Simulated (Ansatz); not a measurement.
# NaH (Fm-3m): Grüneisen parameters, part 2 of 2

Aim: how the phonons of NaH (Fm-3m) shift with volume, and the thermal expansion that follows.

Ansatz 0.2.0; DFT PBEsol, scalar-relativistic, plane waves, PAW; PAW set soft_1.

So far, highest frequency on the path or at a solved wavevector (cm⁻¹): step 2 (the dispersion) 892; step 4 (phonons at the other volume, volume ratio 0.97) 912.

## 5. Relaxing at another volume, volume ratio 1.03

The volume is scaled by 1.03 and held; symmetry leaves nothing to relax, so this is a single point. The modes can then be followed against volume.

The input, input.yaml:

```yaml
crystal:
  lattice:
    - [0.0, 2.4193865067, 2.4193865067]
    - [2.4193865067, 0.0, 2.4193865067]
    - [2.4193865067, 2.4193865067, 0.0]
  atoms:
    - { symbol: Na, position: [0.0, 0.0, 0.0] }
    - { symbol: H, position: [0.5, 0.5, 0.5] }
kpoints:
  mp_grid: { grid: [8, 8, 8] }
hamiltonian:
  xc: pbesol
  pseudopotentials: { kind: paw, azcp: { folder: soft_1 }, xc_functional: pbe }
scf:
  occupations: { method: fixed }
output:
  forces: true
  stress: true
  eigenvalues: true
```

On the command line:

```console
> ansatz run input.yaml --threads 4 --pin off --max-ram 10240MiB --backend cpu --events-out ev --progress --plain --runs-dir out
```

Numbers of over 12 decimals in the logs are rounded to 6 here.

The program printed:

```text
[...]
Crystal: 2 atoms, lattice volume = 28.323 Å³
Basis set: ecut = 420 eV, 537 PW (Γ), exchange–correlation on 48×48×48 points (8 copies of the dense FFT grid, shifted against one another)
Bands: 9, of which v1, the nominal top of the filled ones, is band 5 counted from 1 (4 counted from 0)
Symmetry: 48 space group operations
[...]
k-points: 29 of 512
[...]
Free energy (F): -1491.909628 eV
[...]
Internal energy: -1491.909628 eV  (E = F + TS)
E sigma→0 (E₀):  -1491.909628 eV
Fermi energy:    0.741669 eV
[...]
--- Stress (GPa, compression-positive) ---
       -0.665491      -0.000000       0.000000
        0.000000      -0.665491      -0.000000
        0.000000      -0.000000      -0.665491
  P = ⅓ Tr σ = -0.6655 GPa (-6.655 kbar)
--- Band table (eV; the first three rows and the last of 29) ---
[...]
[key lines of the parts left out:]
SCF converged after 6 iterations
```

It took 0.35 s on 4 threads of Arm Neoverse V1, shared host; peak memory 0.24 GiB.

This step gave:

| Item | Value |
| --- | --- |
| pressure | -0.6655 GPa |
| gap on the k-mesh | 3.562 eV |
| volume per atom | 14.16 Å³ |
| direct gap on mesh | 4.457 eV |

The run ends at a pressure of -0.67 GPa.

## 6. Phonons at the other volume, volume ratio 1.03

The phonons are repeated at this volume on the same k and q meshes.

input.yaml, the sections that differ from step 5:

```yaml
output:
  eigenvalues: true
phonons:
  method: dfpt
  dielectric: true
  rigid_motions: translations
  qmesh: [4, 4, 4]
  temperatures: { t_max: 1000, t_step: 50 }
  qpath:
    path:
      - [[0.0, 0.0, 0.0], [0.5, 0.0, 0.5], [0.625, 0.25, 0.625]]
      - [[0.375, 0.375, 0.75], [0.0, 0.0, 0.0], [0.5, 0.5, 0.5], [0.5, 0.25, 0.75], [0.5, 0.0, 0.5]]
    npoints: 10
# crystal, kpoints, hamiltonian, scf: as in step 5
```

The program printed:

```text
[...]
Crystal: 2 atoms, lattice volume = 28.323 Å³
Basis set: ecut = 420 eV, 537 PW (Γ), exchange–correlation on 48×48×48 points (8 copies of the dense FFT grid, shifted against one another)
Bands: 9, of which v1, the nominal top of the filled ones, is band 5 counted from 1 (4 counted from 0)
Symmetry: 48 space group operations
k-points: 59 of 512 (irreducible under 8 space group operations, time reversal used)
[...]
optical modes at Γ + LO–TO along q̂ = [0.0000, 1.0000, 0.0000]:
      ω (cm⁻¹)  modes    IR ((D/Å)²/amu)
        490.54      2            44.7597
        871.81      1            22.3799
  optical modes at Γ + LO–TO along q̂ = [0.0000, 0.0000, 1.0000]:
      ω (cm⁻¹)  modes    IR ((D/Å)²/amu)
        490.54      2            44.7597
        871.81      1            22.3799
--- Phonons (arbitrary-q DFPT): 8 irreducible q on the 4×4×4 mesh ---
[...]
interpolated dispersion: 63 rows × 6 modes
[...]
[key lines of the parts left out:]
SCF converged after 7 iterations
Free energy (F): -1491.909628 eV
Fermi energy:    0.741691 eV
```

The job ended after 26 s (4 threads; peak memory 0.55 GiB; 95 s of CPU time).

This step gave:

| Item | Value |
| --- | --- |
| sum-rule residual before enforcement | 1.88e-4 eV/Å² |
| miss of the charge sum rule | 7.25e-5 e |
| estimated error of the dielectric tensor | 0.006855 |
| estimated error of the Born charges | 0.009537 e |
| highest frequency on the path or at a solved wavevector | 871.8 cm⁻¹ |
| mean frequency | 414.4 cm⁻¹ |
| Debye temperature (second moment) | 929 K |
| logarithmic mean frequency | 308.4 cm⁻¹ |
| highest optical mode at the zone centre (no LO-TO term) | 490.5 cm⁻¹ |
| lowest optical zone-centre mode | 490.5 cm⁻¹ |
| mean high-frequency dielectric constant | 3.244 |
| largest Born charge (third of the trace) | 0.9679 e |
| mean static dielectric constant | 10.25 |
| top of the zone-centre spectrum with the field | 871.8 cm⁻¹ |
| lowest mode on the q mesh (acoustic modes at Γ apart) | 88.72 cm⁻¹ |
| zero-point energy per atom | 77.07 meV |

The highest optical mode at the zone centre (no LO-TO term) is 490.5 cm⁻¹, -29.1 cm⁻¹ against the base run.

## 7. Grüneisen parameters

The Grüneisen parameter of a mode is minus the logarithmic change of its frequency with volume, −d ln ω / d ln V; weighted by heat capacity it gives the expansion.

This step gave:

```yaml
bulk_modulus: 24.1 GPa
```

The phonon branches at the labelled points (cm⁻¹):

```tsv
point	branch 1	branch 2	branch 3	branch 4	branch 5	branch 6
Γ	0	0	0	520	520	892
halfway	108	108	164	611	611	864
X	140	140	205	680	680	838
halfway	139	152	202	671	701	827
U	138	176	192	646	750	795
jump to K	138	176	192	646	750	795
halfway	105	125	176	556	625	868
Γ	0	0	0	520	520	892
halfway	93	93	166	555	555	886
L	124	124	239	586	586	876
halfway	134	154	213	619	690	834
W	154	180	180	685	762	762
halfway	147	154	199	682	703	816
X	140	140	205	680	680	838
```

The same for volume x 0.97:

```tsv
point	branch 1	branch 2	branch 3	branch 4	branch 5	branch 6
Γ	0	0	0	550	550	912
X	143	143	214	706	706	859
U	142	182	200	672	774	818
K	142	182	200	672	774	818
Γ	0	0	0	550	550	912
L	130	130	246	613	613	897
W	160	186	186	709	785	785
X	143	143	214	706	706	859
```

The same for volume x 1.03:

```tsv
point	branch 1	branch 2	branch 3	branch 4	branch 5	branch 6
Γ	0	0	0	490	490	872
X	136	136	196	655	655	817
U	133	171	184	621	728	774
K	133	171	184	621	728	774
Γ	0	0	0	490	490	872
L	119	119	234	559	559	856
W	149	173	173	661	740	740
X	136	136	196	655	655	817
```

The first set of phonon branches as a text plot (rows in cm⁻¹):

```
    893 |****                    *****************
    855 |    *********         **                 ****          *
    817 |             ****  ***                       ***    ***
    779 |                 **                             ****
    741 |                ** *                           ** **
    703 |              **    **                       **  ** **
    665 |        *********     *                     *  **  *****
    627 |      **         **    *                  ** **
    589 |    **             ***  *            ********
    551 |  **                  ******     ****
    513 |**                         ******
    475 |
    437 |
    399 |
    361 |
    323 |
    285 |
    247 |                                       *****
    209 |        ********** ****             ***     ****   *****
    171 |      **       ******* **          *         ********
    133 |    ** ***************** **       *   **********   *****
     95 |  *****                *****     *****
     57 | ***                     ****   **
     19 |**                          ****
         Γ           X  U|K            Γ         L        W     X
```

Mode Grueneisen parameter -dln(w)/dln(V), modes matched by rank; at Γ the acoustic branches take the value of a neighbouring point of the path. The mode Grüneisen parameters at the labelled points ():

```tsv
point	branch 1	branch 2	branch 3	branch 4	branch 5	branch 6
Γ	0.18	0.18	1.84	1.90	1.90	0.76
halfway	0.60	0.60	1.71	1.47	1.47	0.78
X	0.82	0.82	1.40	1.23	1.23	0.84
halfway	0.90	0.94	1.38	1.26	1.16	0.86
U	1.09	1.07	1.31	1.32	1.02	0.92
jump to K	1.09	1.07	1.31	1.32	1.02	0.92
halfway	1.91	0.71	1.11	1.66	1.40	0.79
Γ	1.91	0.17	1.07	1.90	1.90	0.76
halfway	1.47	1.47	0.85	1.69	1.69	0.77
L	1.57	1.57	0.83	1.53	1.53	0.79
halfway	1.37	1.31	1.06	1.40	1.15	0.85
W	1.19	1.21	1.21	1.17	0.99	0.99
halfway	1.03	0.96	1.35	1.20	1.16	0.88
X	0.82	0.82	1.40	1.23	1.23	0.84
```

The mode Grüneisen parameters as a text plot (rows in , shown from 0.2 to 1.9 only):

```
   1.87 |**                     *   ******
   1.80 |  **                  *  ***     *
   1.73 |   ****                 *         *
   1.66 |       *               * **        **
   1.59 |    **  *           ***              *****
   1.51 |         **         **  *           ** *****
   1.44 |      *    *       *              **      ***
   1.37 |       *    ****  *    *         *          ***      ***
   1.30 |        ***    ***             **          * ***   **
   1.23 |           ****   *   *                     *  *********
   1.15 |              *    ****                      * * *****
   1.08 |               ******* ********              ***   **
   1.01 |               * *                          *   *** *
   0.94 |              ** **                        *   *  ** *
   0.86 |           ******  ****        ************ ***     ****
   0.79 |*************         **********************
   0.72 |       *               *
   0.65 |
   0.58 |      *
   0.50 |    **                  *
   0.43 |
   0.36 |   *                     **
   0.29 |                           *
   0.22 |***
         Γ           X  U|K            Γ         L        W     X
```

(dS/dlnV)/C_V. Thermodynamic Grueneisen parameter against temperature:

```tsv
temperature (K)	thermodynamic Grueneisen parameter
50	1.20
100	1.20
150	1.21
200	1.21
250	1.21
300	1.21
350	1.21
400	1.20
450	1.20
500	1.2
550	1.20
600	1.20
650	1.20
700	1.20
750	1.19
800	1.19
850	1.19
900	1.19
950	1.19
1000	1.19
```

Gamma C_V/(B V) at the static volume. The volume expansion by temperature:

```tsv
temperature (K)	volume expansion (1e-6/K)
50	21.0
100	51.4
150	67.8
200	81.7
250	94.1
300	104
350	112
400	119
450	123
500	127
550	131
600	133
650	135
700	137
750	138
800	139
850	140
900	141
950	142
1000	142
```

## 8. What came out

| Quantity | Value |
| --- | --- |
| bulk modulus | 24.1 GPa |
| gap deformation potential | -1.55 eV |
| thermodynamic Grüneisen parameter at 300 K | 1.21 |
| volume expansion at 300 K, estimated | 104.2 × 10⁻⁶ K⁻¹ |

What this shows: By this estimate the volume grows by 104 × 10⁻⁶ per kelvin at 300 K. Without the field, the highest optical mode at Γ goes from 550 to 491 cm⁻¹ as the cell grows, a Grüneisen parameter of 1.90. Mode parameters on the path run from 0.17 to 2, with a median of 1.2. Branches are matched by rank, so values near crossings are rough. The expansion is the Grüneisen estimate at the static volume, with the static bulk modulus. The PAW files were made for PBE and serve the other functionals too.

[Logs are printed without paths, hosts, clocks, repeated set-up lines and the standing remarks that a program may print on its own settings, such as how far it seeks lower states.]

[Hosts, paths, dates, database ids (printed as entryN), source tags and the programs' standing remarks are cut or masked in the printed files.]
